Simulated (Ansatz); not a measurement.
# KCl: response to strain

KCl is deformed so: equal xx and yy strain of +3 %. What stress and forces result, by LAPW, PAW and all-electron datasets made for the crystal?

Method: DFT PBE, scalar-relativistic, in Ansatz 0.2.0.

### 1 The starting structure

The structure is cubic, space group Pm-3m (No. 221). The conventional cell has a = 3.634 Å, b = 3.634 Å, c = 3.634 Å, α = 90.00°, β = 90.00°, γ = 90.00°. K (site symmetry m-3m) is surrounded by 8 Cl at 3.15 Å. Cl (site symmetry m-3m) has 8 K at 3.15 Å as nearest neighbours.

Coordinates:

```
CELL_PARAMETERS angstrom
3.63400 0.00000 0.00000
0.00000 3.63400 0.00000
0.00000 0.00000 3.63400
ATOMIC_POSITIONS crystal
K 0.00000 0.00000 0.00000
Cl 0.50000 0.50000 0.50000
```

Atoms are numbered in the order of the input: K1, Cl2.

### 2 After the deformation

Space group Pm-3m before, P4/mmm after.

### 3 Full-potential LAPW

input.yaml reads:

```yaml
crystal:
  lattice:
    - [3.74302, 0.0, 0.0]
    - [0.0, 3.74302, 0.0]
    - [0.0, 0.0, 3.634]
  atoms:
    - { symbol: K, position: [0.0, 0.0, 0.0] }
    - { symbol: Cl, position: [0.5, 0.5, 0.5] }
kpoints:
  mp_grid: { grid: [7, 7, 7] }
  band_path:
    path:
      - [0.0, 0.0, 0.0]
      - [0.0, 0.5, 0.0]
      - [0.5, 0.5, 0.0]
      - [0.0, 0.0, 0.0]
      - [0.0, 0.0, 0.5]
      - [0.0, 0.5, 0.5]
      - [0.5, 0.5, 0.5]
      - [0.0, 0.0, 0.5]
      - [0.0, 0.5, 0.0]
    npoints: 5
scf:
  occupations: { method: fermi_dirac, width: 0.02 }
hamiltonian:
  xc: pbe
  pseudopotentials: { kind: all_electron, lapw: { basis_error: 0.0005 } }
output:
  forces: true
  stress: true
  eigenvalues: true
```

Launch:

```console
$ ansatz run input.yaml --threads 1 --pin off --max-ram 3072MiB --backend cpu --events-out ev --progress --plain --runs-dir out
```

### 4 PAW on the default files

input.yaml reads:

```yaml
crystal:
  lattice:
    - [3.74302, 0.0, 0.0]
    - [0.0, 3.74302, 0.0]
    - [0.0, 0.0, 3.634]
  atoms:
    - { symbol: K, position: [0.0, 0.0, 0.0] }
    - { symbol: Cl, position: [0.5, 0.5, 0.5] }
kpoints:
  mp_grid: { grid: [7, 7, 7] }
scf:
  occupations: { method: fermi_dirac, width: 0.02 }
hamiltonian:
  xc: pbe
  pseudopotentials: { kind: paw }
output:
  forces: true
  stress: true
  eigenvalues: true
  efg: { contact_densities: true }
```

### 5 All-electron PAW on datasets made for the crystal

Changes to input.yaml since step 4:

```diff
@@ -14,3 +14,3 @@
   xc: pbe
-  pseudopotentials: { kind: paw }
+  pseudopotentials: { kind: all_electron, datasets: crystal }
 output:
```

(Steps that only read results are left out.)

What does the calculation give? Wanted: pressure; largest shear or deviatoric stress.

**Answer**, as computed:

| quantity | value |
| --- | --- |
| pressure | LAPW 2.46, PAW 2.46, crystal datasets 2.46 GPa |
| largest shear or deviatoric stress (LAPW) | 0.97 GPa |

The largest part of the stress beyond the pressure is 0.97 GPa in size, in the zz component; the atoms are carried along and not relaxed. No run of the undeformed cell stands beside it, so the pressure holds what the given cell had before the change. PAW: stress within 0.01 GPa of LAPW. Crystal datasets: stress within 0.01 GPa of LAPW.
